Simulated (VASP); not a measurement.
Set up this calculation in VASP 6.6.1, as the native input.

| Item | Value |
| --- | --- |
| Task | single point |
| Functional | PBEsol |
| Potentials or basis | VASP PAW PBE potentials, release 64 (Sn_d, O) |
| Cutoff | 520 eV |
| k mesh | 6 × 6 × 6 |
| Occupations | gaussian, width 0.1 eV |
| Spin | no spin polarisation |
| Dipole correction | no |
| Further INCAR settings | ALGO = Normal; EDIFF = 1e-07; NBANDS = 20 |

The structure of SnO2 lies in POSCAR:

```
SnO2
1.0
    1.6170930752      0.9336291223      4.8005925840
   -1.6170930752      0.9336291223      4.8005925840
    0.0000000000     -1.8672582446      4.8005925840
Sn O
1 2
Direct
    0.5000000000      0.5000000000      0.5000000000
    0.2371700000      0.2371700000      0.2371700000
    0.7628300000      0.7628300000      0.7628300000
```

Measurements of this composition are mostly on another form, of space group No. 136.

The input as run:

INCAR

```
PREC = Accurate
ENCUT = 520
EDIFF = 1E-7
ISMEAR = 0
SIGMA = 0.1
LREAL = False
LASPH = True
NELM = 80
ALGO = Normal
ISIF = 2
LWAVE = False
LCHARG = False
GGA = PS
NBANDS = 20
```

KPOINTS

```
Automatic mesh
0
Gamma
  6 6 6
```

Potentials or basis: VASP PAW PBE potentials, release 64 (Sn_d, O).

Run with:

```sh
$ cat potpaw_PBE.64/Sn_d/POTCAR potpaw_PBE.64/O/POTCAR > POTCAR
$ mpirun -np 1 vasp_std > vasp.out
```

It gave:

```
Pressure               : -4.6 GPa
Largest force          : 0.347 eV/Å
Band gap on the k mesh : 1.85 eV, indirect (least direct gap 1.97 eV)
```

Caveat: the PAW data sets were made with another functional, which shifts forces and pressure a little; spin-orbit coupling is left out, which moves the levels of the heavy elements.

Run time: 90 s on 1 thread of AMD EPYC 7R43 64-Core Processor (Zen 3), on a shared host, peak memory 0.2 GiB.
